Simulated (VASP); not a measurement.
# A vacancy on the Te site in La2TeS, part 4 of 5

How easily does a vacancy on the Te site form in La2TeS? The host is relaxed first, then a supercell is run with and without the defect. The cell takes the structure of LaTe from the COD database, with elements swapped. The cell is invented: it takes the structure of COD entry 4344351, LaTe (space group 225 there), with some of its atoms replaced by other elements, volume scaled by an estimate. It may not be a known or stable phase.

VASP 6.6.1, plane waves and PAW; the level of theory is named at each step.

So far. Step 4 (Reference Te): The run ended after 10 ionic steps, 0.017 eV below its first step, once forces and stress met EDIFFG = -0.02. Step 4 (Reference Te): Energy at zero smearing: -9.42511 eV.

## 5. Relaxing the defect

This step: PBE; plane waves and PAW (La, Te, S) (VASP 6.6.1).

System of this step: La32Te15S16. The cell holds 63 atoms: 32 La, 15 Te and 16 S. Cell: a = 12.415 Å, b = 12.415 Å, c = 12.547 Å, α = 90.0°, β = 90.0°, γ = 90.0°. It derives from La2TeS. It takes the structure of COD entry 4344351, LaTe (space group 225 there), with some of its atoms replaced by other elements, volume scaled by an estimate. Nearest the centre at fractional (0.000, 0.500, 0.250): La1 at 3.10 Å, La15 at 3.10 Å, La11 at 3.10 Å, La9 at 3.10 Å, La18 at 3.14 Å, La17 at 3.14 Å, Te38 at 4.39 Å, Te34 at 4.39 Å.

The host is treated as a metal, since its gap is under 0.3 eV or closed. The run keeps 16 symmetry operations, which cuts the number of k-points but bars distortions that break them. The atoms relax at the host's fixed cell.

INCAR

```
SYSTEM = La32Te15S16
PREC = Normal
ENCUT = 300
EDIFF = 1E-05
NELM = 120
ISMEAR = 1
SIGMA = 0.2
LREAL = Auto
ALGO = Fast
GGA = PE
LORBIT = 11
LWAVE = .FALSE.
LCHARG = .TRUE.
IBRION = 2
NSW = 50
ISIF = 2
EDIFFG = -0.03
POTIM = 0.4
MAXMIX = 40
ISYM = 2
```

POSCAR

```
La32Te15S16
1.0
    8.7786300992      8.7786300992      0.0000000000
   -8.7786300992      8.7786300992      0.0000000000
    0.0000000000      0.0000000000     12.5469516972
La Te S
32 15 16
Direct
    0.2500000000      0.5000000000      0.2500000000
    0.2500000000      0.5000000000      0.7500000000
    0.5000000000      0.7500000000      0.2500000000
    0.5000000000      0.7500000000      0.7500000000
    0.2500000000      0.0000000000      0.2500000000
    0.2500000000      0.0000000000      0.7500000000
    0.5000000000      0.2500000000      0.2500000000
    0.5000000000      0.2500000000      0.7500000000
    0.7500000000      0.5000000000      0.2500000000
    0.7500000000      0.5000000000      0.7500000000
    0.0000000000      0.7500000000      0.2500000000
    0.0000000000      0.7500000000      0.7500000000
    0.7500000000      0.0000000000      0.2500000000
    0.7500000000      0.0000000000      0.7500000000
    0.0000000000      0.2500000000      0.2500000000
    0.0000000000      0.2500000000      0.7500000000
    0.0000000000      0.5000000000      0.0000000000
    0.0000000000      0.5000000000      0.5000000000
    0.2500000000      0.7500000000      0.0000000000
    0.2500000000      0.7500000000      0.5000000000
    0.0000000000      0.0000000000      0.0000000000
    0.0000000000      0.0000000000      0.5000000000
    0.2500000000      0.2500000000      0.0000000000
    0.2500000000      0.2500000000      0.5000000000
    0.5000000000      0.5000000000      0.0000000000
    0.5000000000      0.5000000000      0.5000000000
    0.7500000000      0.7500000000      0.0000000000
    0.7500000000      0.7500000000      0.5000000000
    0.5000000000      0.0000000000      0.0000000000
    0.5000000000      0.0000000000      0.5000000000
    0.7500000000      0.2500000000      0.0000000000
    0.7500000000      0.2500000000      0.5000000000
    0.0000000000      0.5000000000      0.7500000000
    0.2500000000      0.7500000000      0.2500000000
    0.2500000000      0.7500000000      0.7500000000
    0.0000000000      0.0000000000      0.2500000000
    0.0000000000      0.0000000000      0.7500000000
    0.2500000000      0.2500000000      0.2500000000
    0.2500000000      0.2500000000      0.7500000000
    0.5000000000      0.5000000000      0.2500000000
    0.5000000000      0.5000000000      0.7500000000
    0.7500000000      0.7500000000      0.2500000000
    0.7500000000      0.7500000000      0.7500000000
    0.5000000000      0.0000000000      0.2500000000
    0.5000000000      0.0000000000      0.7500000000
    0.7500000000      0.2500000000      0.2500000000
    0.7500000000      0.2500000000      0.7500000000
    0.2500000000      0.5000000000      0.0000000000
    0.2500000000      0.5000000000      0.5000000000
    0.5000000000      0.7500000000      0.0000000000
    0.5000000000      0.7500000000      0.5000000000
    0.2500000000      0.0000000000      0.0000000000
    0.2500000000      0.0000000000      0.5000000000
    0.5000000000      0.2500000000      0.0000000000
    0.5000000000      0.2500000000      0.5000000000
    0.7500000000      0.5000000000      0.0000000000
    0.7500000000      0.5000000000      0.5000000000
    0.0000000000      0.7500000000      0.0000000000
    0.0000000000      0.7500000000      0.5000000000
    0.7500000000      0.0000000000      0.0000000000
    0.7500000000      0.0000000000      0.5000000000
    0.0000000000      0.2500000000      0.0000000000
    0.0000000000      0.2500000000      0.5000000000
```

KPOINTS

```
Automatic mesh
0
Monkhorst-Pack
2 2 2
0 0 0
```

Potentials, in the order of the species: La, Te and S (PBE family, release 64).

Launch:

```console
$ export OMP_NUM_THREADS=5
$ mpirun -np 1 vasp_std
```

Log:

```text
[banner, memory and clock lines left out]
running    1 mpi-ranks, on    1 nodes
 distrk:  each k-point on    1 cores,    1 groups
 distr:  one band on    1 cores,    1 groups
 Offloading initialized ...    1 GPUs detected
 POSCAR found type information on POSCAR LaTeS
 POSCAR found :  3 types and      63 ions
 LDA part: xc-table for (Slater+PW92), standard interpolation
 POSCAR, INCAR and KPOINTS ok, starting setup
 FFT: planning ... GRIDC
 FFT: planning ... GRID_SOFT
 FFT: planning ... GRID
 WAVECAR not read
 entering main loop
       N       E                     dE             d eps       ncg     rms          rms(c)
DAV:   1     0.641671683481E+04    0.64167E+04   -0.12539E+05   652   0.136E+03
DAV:   2     0.182268383899E+04   -0.45940E+04   -0.44776E+04   860   0.417E+02
DAV:   3     0.240984522352E+02   -0.17986E+04   -0.17612E+04  1052   0.279E+02
DAV:   4    -0.322023535939E+03   -0.34612E+03   -0.33896E+03  1142   0.144E+02
DAV:   5    -0.367296604736E+03   -0.45273E+02   -0.44240E+02  1232   0.546E+01    0.245E+01
RMM:   6    -0.369129757905E+03   -0.18332E+01   -0.61227E+01   903   0.236E+01    0.158E+01
RMM:   7    -0.374070463111E+03   -0.49407E+01   -0.59086E+01  1062   0.935E+00    0.662E+00
RMM:   8    -0.375529901247E+03   -0.14594E+01   -0.19242E+01  1167   0.568E+00    0.381E+00
RMM:   9    -0.376076069337E+03   -0.54617E+00   -0.89728E+00  1192   0.361E+00    0.162E+00
RMM:  10    -0.376422897918E+03   -0.34683E+00   -0.40498E+00  1198   0.248E+00    0.955E-01
RMM:  11    -0.376665897789E+03   -0.24300E+00   -0.24596E+00  1200   0.178E+00    0.730E-01
RMM:  12    -0.376817616630E+03   -0.15172E+00   -0.15127E+00  1200   0.143E+00    0.597E-01
RMM:  13    -0.376933404197E+03   -0.11579E+00   -0.12109E+00  1200   0.123E+00    0.164E-01
RMM:  14    -0.377004711503E+03   -0.71307E-01   -0.73596E-01  1200   0.102E+00    0.283E-01
RMM:  15    -0.377069219165E+03   -0.64508E-01   -0.66644E-01  1200   0.885E-01    0.215E-01
RMM:  16    -0.377110016438E+03   -0.40797E-01   -0.42805E-01  1200   0.783E-01    0.109E-01
RMM:  17    -0.377149119190E+03   -0.39103E-01   -0.40722E-01  1200   0.699E-01    0.850E-02
RMM:  18    -0.377174526927E+03   -0.25408E-01   -0.26598E-01  1200   0.628E-01    0.331E-02
RMM:  19    -0.377199045942E+03   -0.24519E-01   -0.25710E-01  1200   0.566E-01    0.131E-01
RMM:  20    -0.377215740366E+03   -0.16694E-01   -0.17535E-01  1200   0.512E-01    0.213E-01
RMM:  21    -0.377230550965E+03   -0.14811E-01   -0.16273E-01  1198   0.465E-01    0.165E-01
RMM:  22    -0.377241216118E+03   -0.10665E-01   -0.11409E-01  1109   0.423E-01    0.191E-01
RMM:  23    -0.377251342822E+03   -0.10127E-01   -0.10779E-01  1106   0.390E-01    0.214E-01
RMM:  24    -0.377258598942E+03   -0.72561E-02   -0.77664E-02  1106   0.357E-01    0.231E-01
RMM:  25    -0.377265258639E+03   -0.66597E-02   -0.72089E-02  1106   0.327E-01    0.234E-01
RMM:  26    -0.377269961128E+03   -0.47025E-02   -0.52799E-02  1106   0.301E-01    0.209E-01
RMM:  27    -0.377274390262E+03   -0.44291E-02   -0.48639E-02  1106   0.276E-01    0.204E-01
RMM:  28    -0.377277749504E+03   -0.33592E-02   -0.36589E-02  1106   0.254E-01    0.219E-01
RMM:  29    -0.377280344585E+03   -0.25951E-02   -0.31919E-02  1108   0.235E-01    0.228E-01
RMM:  30    -0.377282272897E+03   -0.19283E-02   -0.23592E-02  1107   0.217E-01    0.239E-01
[...]
RMM:  40    -0.377292263779E+03   -0.37888E-03   -0.50071E-03  1106   0.114E-01    0.304E-01
RMM:  41    -0.377292545089E+03   -0.28131E-03   -0.45688E-03  1099   0.106E-01    0.283E-01
RMM:  42    -0.377292796870E+03   -0.25178E-03   -0.37903E-03  1108   0.999E-02    0.269E-01
RMM:  43    -0.377293027151E+03   -0.23028E-03   -0.34481E-03  1098   0.939E-02    0.258E-01
RMM:  44    -0.377293278644E+03   -0.25149E-03   -0.29545E-03  1070   0.875E-02    0.260E-01
RMM:  45    -0.377293509086E+03   -0.23044E-03   -0.27001E-03  1034   0.803E-02    0.265E-01
RMM:  46    -0.377293690767E+03   -0.18168E-03   -0.23691E-03  1014   0.767E-02    0.263E-01
RMM:  47    -0.377293905866E+03   -0.21510E-03   -0.21368E-03   974   0.702E-02    0.275E-01
RMM:  48    -0.377294058392E+03   -0.15253E-03   -0.18727E-03   914   0.648E-02    0.277E-01
RMM:  49    -0.377294202634E+03   -0.14424E-03   -0.17177E-03   894   0.591E-02    0.280E-01
RMM:  50    -0.377294327412E+03   -0.12478E-03   -0.15046E-03   854   0.522E-02    0.283E-01
RMM:  51    -0.377294539654E+03   -0.21224E-03   -0.14122E-03   855   0.525E-02    0.302E-01
WARNING in EDDRMM: call to ZHEGV failed, returncode =   6  3    226
RMM:  52    -0.377294663740E+03   -0.12409E-03   -0.12555E-03   799   0.480E-02    0.307E-01
RMM:  53    -0.377294751629E+03   -0.87888E-04   -0.11402E-03   730   0.462E-02    0.309E-01
RMM:  54    -0.377294839513E+03   -0.87884E-04   -0.10245E-03   715   0.454E-02    0.312E-01
RMM:  55    -0.377294885801E+03   -0.46289E-04   -0.92561E-04   701   0.429E-02    0.308E-01
RMM:  56    -0.377294924866E+03   -0.39064E-04   -0.82866E-04   689   0.416E-02    0.298E-01
RMM:  57    -0.377294937083E+03   -0.12217E-04   -0.75842E-04   664   0.414E-02    0.290E-01
RMM:  58    -0.377294968591E+03   -0.31509E-04   -0.67806E-04   656   0.374E-02    0.287E-01
RMM:  59    -0.377295012123E+03   -0.43532E-04   -0.62658E-04   617   0.376E-02    0.286E-01
RMM:  60    -0.377295029897E+03   -0.17774E-04   -0.56504E-04   616   0.347E-02    0.281E-01
RMM:  61    -0.377294949499E+03    0.80399E-04   -0.58758E-04   666   0.410E-02    0.253E-01
RMM:  62    -0.377294974092E+03   -0.24593E-04   -0.47767E-04   634   0.361E-02    0.249E-01
RMM:  63    -0.377294978323E+03   -0.42315E-05   -0.43343E-04   555   0.358E-02    0.241E-01
RMM:  64    -0.377294990863E+03   -0.12540E-04   -0.38001E-04   551   0.346E-02    0.236E-01
RMM:  65    -0.377295031824E+03   -0.40961E-04   -0.35348E-04   527   0.328E-02    0.239E-01
RMM:  66    -0.377294807766E+03    0.22406E-03   -0.58397E-04   822   0.510E-02    0.143E-01
RMM:  67    -0.377294825140E+03   -0.17373E-04   -0.35693E-04   678   0.405E-02    0.137E-01
RMM:  68    -0.377294845894E+03   -0.20754E-04   -0.27437E-04   543   0.386E-02    0.136E-01
RMM:  69    -0.377294869140E+03   -0.23247E-04   -0.24604E-04   508   0.364E-02    0.137E-01
RMM:  70    -0.377294885192E+03   -0.16051E-04   -0.22794E-04   496   0.350E-02    0.137E-01
RMM:  71    -0.377294858257E+03    0.26935E-04   -0.24304E-04   625   0.390E-02    0.111E-01
RMM:  72    -0.377294868960E+03   -0.10703E-04   -0.20284E-04   556   0.373E-02    0.108E-01
RMM:  73    -0.377294897510E+03   -0.28550E-04   -0.17231E-04   484   0.367E-02    0.122E-01
RMM:  74    -0.377294919655E+03   -0.22146E-04   -0.15328E-04   480   0.312E-02    0.129E-01
RMM:  75    -0.377294931978E+03   -0.12322E-04   -0.14668E-04   478   0.320E-02    0.130E-01
RMM:  76    -0.377294911268E+03    0.20710E-04   -0.13431E-04   489   0.323E-02    0.105E-01
RMM:  77    -0.377294919586E+03   -0.83183E-05   -0.13130E-04   497   0.331E-02    0.104E-01
RMM:  78    -0.377294927386E+03   -0.78000E-05   -0.11327E-04   476   0.308E-02    0.103E-01
RMM:  79    -0.377294935849E+03   -0.84635E-05   -0.10962E-04   470   0.291E-02    0.103E-01
RMM:  80    -0.377294944102E+03   -0.82523E-05   -0.92659E-05   463   0.260E-02
   1 F= -.37729494E+03 E0= -.37725694E+03  d E =-.377295E+03
 curvature:   0.00 expect dE= 0.000E+00 dE for cont linesearch  0.000E+00
 trial: gam= 0.00000 g(F)=  0.326E-01 g(S)=  0.000E+00 ort = 0.000E+00 (trialstep = 0.100E+01)
 search vector abs. value=  0.326E-01
 bond charge predicted
       N       E                     dE             d eps       ncg     rms          rms(c)
DAV:   1    -0.377298565045E+03   -0.36292E-02   -0.26639E+00   976   0.269E+00    0.562E-01
RMM:   2    -0.377332448699E+03   -0.33884E-01   -0.30538E-01   908   0.174E+00    0.885E-01
RMM:   3    -0.377331899996E+03    0.54870E-03   -0.71274E-02   995   0.471E-01    0.729E-01
RMM:   4    -0.377330817871E+03    0.10821E-02   -0.11863E-02  1106   0.170E-01    0.647E-01
RMM:   5    -0.377328335012E+03    0.24829E-02   -0.40734E-03  1033   0.121E-01    0.511E-01
RMM:   6    -0.377325255128E+03    0.30799E-02   -0.20734E-02   990   0.269E-01    0.227E-01
RMM:   7    -0.377325071830E+03    0.18330E-03   -0.37051E-03  1077   0.102E-01    0.924E-02
RMM:   8    -0.377325219846E+03   -0.14802E-03   -0.14177E-03  1138   0.561E-02    0.772E-02
RMM:   9    -0.377325239227E+03   -0.19381E-04   -0.49228E-04  1087   0.368E-02    0.720E-02
RMM:  10    -0.377325256897E+03   -0.17670E-04   -0.32888E-04  1001   0.325E-02    0.718E-02
RMM:  11    -0.377325312363E+03   -0.55466E-04   -0.39258E-04   970   0.449E-02    0.899E-02
RMM:  12    -0.377325315447E+03   -0.30841E-05   -0.49063E-04   999   0.441E-02    0.738E-02
RMM:  13    -0.377325342445E+03   -0.26998E-04   -0.22204E-04   918   0.277E-02    0.770E-02
RMM:  14    -0.377325353115E+03   -0.10670E-04   -0.11288E-04   753   0.240E-02    0.736E-02
RMM:  15    -0.377325437068E+03   -0.83954E-04   -0.29858E-04   972   0.342E-02    0.800E-02
RMM:  16    -0.377325493649E+03   -0.56581E-04   -0.19764E-04   866   0.292E-02    0.911E-02
RMM:  17    -0.377325525593E+03   -0.31944E-04   -0.13706E-04   734   0.322E-02    0.924E-02
RMM:  18    -0.377325612947E+03   -0.87353E-04   -0.17211E-04   813   0.309E-02    0.104E-01
RMM:  19    -0.377325629116E+03   -0.16170E-04   -0.84916E-05   638   0.257E-02    0.106E-01
RMM:  20    -0.377325634809E+03   -0.56930E-05   -0.46316E-05   547   0.242E-02
   2 F= -.37732563E+03 E0= -.37728833E+03  d E =-.306907E-01
[... from here on, the cycles between the ionic steps are left out ...]
   3 F= -.37738674E+03 E0= -.37735263E+03  d E =-.917984E-01
   4 F= -.37737688E+03 E0= -.37734779E+03  d E =-.819343E-01
   5 F= -.37740441E+03 E0= -.37737264E+03  d E =-.109462E+00
   6 F= -.37740394E+03 E0= -.37737263E+03  d E =-.108996E+00
   7 F= -.37740438E+03 E0= -.37737283E+03  d E =-.109440E+00
   8 F= -.37741898E+03 E0= -.37738733E+03  d E =-.145935E-01
[...]
WARNING in EDDRMM: call to ZHEGV failed, returncode =   8  4    189
   9 F= -.37743759E+03 E0= -.37740662E+03  d E =-.332034E-01
  10 F= -.37744736E+03 E0= -.37741724E+03  d E =-.976961E-02
  11 F= -.37745049E+03 E0= -.37742047E+03  d E =-.129001E-01
  12 F= -.37745343E+03 E0= -.37742410E+03  d E =-.158374E-01
  13 F= -.37745339E+03 E0= -.37742432E+03  d E =-.158061E-01
  14 F= -.37745383E+03 E0= -.37742505E+03  d E =-.162462E-01
 curvature:  -6.41 expect dE=-0.548E-02 dE for cont linesearch -0.368E-04
 trial: gam= 0.37739 g(F)=  0.855E-03 g(S)=  0.000E+00 ort = 0.168E-03 (trialstep = 0.396E+01)
 search vector abs. value=  0.168E-02
 bond charge predicted
       N       E                     dE             d eps       ncg     rms          rms(c)
DAV:   1    -0.377438356190E+03    0.15468E-01   -0.18822E+00   812   0.223E+00    0.495E-01
RMM:   2    -0.377455180430E+03   -0.16824E-01   -0.18073E-01   897   0.131E+00    0.177E-01
RMM:   3    -0.377456087608E+03   -0.90718E-03   -0.30083E-02   908   0.363E-01    0.129E-01
RMM:   4    -0.377456794177E+03   -0.70657E-03   -0.91550E-03  1090   0.132E-01    0.101E-01
RMM:   5    -0.377456809619E+03   -0.15442E-04   -0.26176E-03  1086   0.812E-02    0.845E-02
RMM:   6    -0.377456810997E+03   -0.13785E-05   -0.14069E-03  1054   0.654E-02    0.493E-02
RMM:   7    -0.377456865298E+03   -0.54301E-04   -0.11003E-03  1062   0.542E-02    0.281E-02
RMM:   8    -0.377456916097E+03   -0.50799E-04   -0.37886E-04  1013   0.379E-02    0.269E-02
RMM:   9    -0.377456956351E+03   -0.40255E-04   -0.38469E-04   922   0.345E-02    0.296E-02
RMM:  10    -0.377456990111E+03   -0.33760E-04   -0.25865E-04   883   0.347E-02    0.321E-02
RMM:  11    -0.377457007380E+03   -0.17269E-04   -0.16178E-04   785   0.271E-02    0.343E-02
RMM:  12    -0.377457001354E+03    0.60259E-05   -0.77075E-05   600   0.254E-02
  15 F= -.37745700E+03 E0= -.37742954E+03  d E =-.316732E-02
 trial-energy change:   -0.003167  1 .order   -0.001847   -0.003638   -0.000057
 step:   3.9816(harm=  4.0249)  dis= 0.00919  next Energy=  -377.457001 (dE=-0.317E-02)
 reached required accuracy - stopping structural energy minimisation
```

Elapsed: 19 min, on 1 × NVIDIA H100 80GB HBM3, 81559 MiB with 1 MPI rank of AMD EPYC 7R13 (Zen 3), card shared with another run, shared host; peak memory 2 GiB.

From OUTCAR (step 5):

```text
   k-points           NKPTS =      1   k-points in BZ     NKDIM =      1   number of bands    NBANDS=    322

   NELECT =     538.0000    total number of electrons

 E-fermi :   8.1017

 k-point     1 :       0.2500    0.2500    0.2500
  band No.  band energies     occupation
    ...
    267       8.0172      1.64896
    268       8.0301      1.56507
    269       8.1136      0.89946
    270       8.1360      0.71421
    271       8.1381      0.69730
    272       8.1968      0.28713
    273       8.2010      0.26388
    274       8.2355      0.10295
    275       8.2570      0.03248
    276       8.3447     -0.07089
    ...

  Total       -7.2434134     -7.2434134    -21.4423483     -0.0000000     -0.0000000     -0.0000000
  in kB       -6.0011176     -6.0011176    -17.7648362     -0.0000000     -0.0000000     -0.0000000
  external PRESSURE =      -9.9223571 kB  Pullay stress =       0.0000000 kB

 POSITION                                       TOTAL-FORCE (eV/Angst)
 -----------------------------------------------------------------------------------
     -2.26998      6.50865      3.13674        -0.006698     -0.006698      0.000000
     -2.19184      6.58679      9.41021        -0.009500     -0.009500      0.000000
     -2.19491     10.97354      3.13674         0.001167     -0.001167      0.000000
     -2.19645     10.97508      9.41021        -0.005160      0.005160      0.000000
      2.19491      2.19491      3.13674        -0.001167     -0.001167      0.000000
      2.19645      2.19645      9.41021         0.005160      0.005160      0.000000
      2.19491      6.58372      3.13674        -0.001167      0.001167      0.000000
      2.19645      6.58218      9.41021         0.005160     -0.005160      0.000000
      2.26998     11.04861      3.13674         0.006698      0.006698      0.000000
      2.19184     10.97047      9.41021         0.009500      0.009500      0.000000
     -6.50865      6.50865      3.13674         0.006698     -0.006698      0.000000
     -6.58679      6.58679      9.41021         0.009500     -0.009500      0.000000
      6.58372      6.58372      3.13674         0.001167      0.001167      0.000000
      6.58218      6.58218      9.41021        -0.005160     -0.005160      0.000000
     -2.26998      2.26998      3.13674        -0.006698      0.006698      0.000000
     -2.19184      2.19184      9.41021        -0.009500      0.009500      0.000000
     -4.38932      4.38932      0.09159         0.000000     -0.000000      0.017676
     -4.38932      4.38932      6.18189        -0.000000     -0.000000     -0.017676
     -4.38932      8.67475      0.01905         0.000000     -0.004632     -0.003406
     -4.38932      8.67475      6.25442         0.000000     -0.004632      0.003406
      0.00000      0.00000     12.54402        -0.000000     -0.000000      0.009460
      0.00000      0.00000      6.27641        -0.000000     -0.000000     -0.009460
     -0.10388      4.38932      0.01905        -0.004632     -0.000000     -0.003406
     -0.10388      4.38932      6.25442        -0.004632     -0.000000      0.003406
[...]
-----------------------------------------------------------------------------------
    total drift:                                0.000000     -0.000000      0.000000

  FREE ENERGIE OF THE ION-ELECTRON SYSTEM (eV)
  ---------------------------------------------------
  free  energy   TOTEN  =      -377.4570013544 eV

  energy  without entropy=     -377.3746165415  energy(sigma->0) =     -377.42953975

[... 6 parts as in an earlier step ...]

[... 6 further parts left out ...]
```

(Continued in part 5 of 5.)

[Lines on the potential files, build, host, timing and source positions are cut from VASP's logs without a mark.]

[Logs are printed without paths, hosts, clocks, repeated set-up lines and the standing remarks that a program may print on its own settings, such as how far it seeks lower states.]

[Hosts, paths, dates, database ids (printed as entryN), source tags and the programs' standing remarks are cut or masked in the printed files.]

[In band tables of VASP the shares of atoms and orbitals are scaled to a sum of 1 inside the atoms' spheres.]

[Runs that stopped without an error message from VASP are left out.]
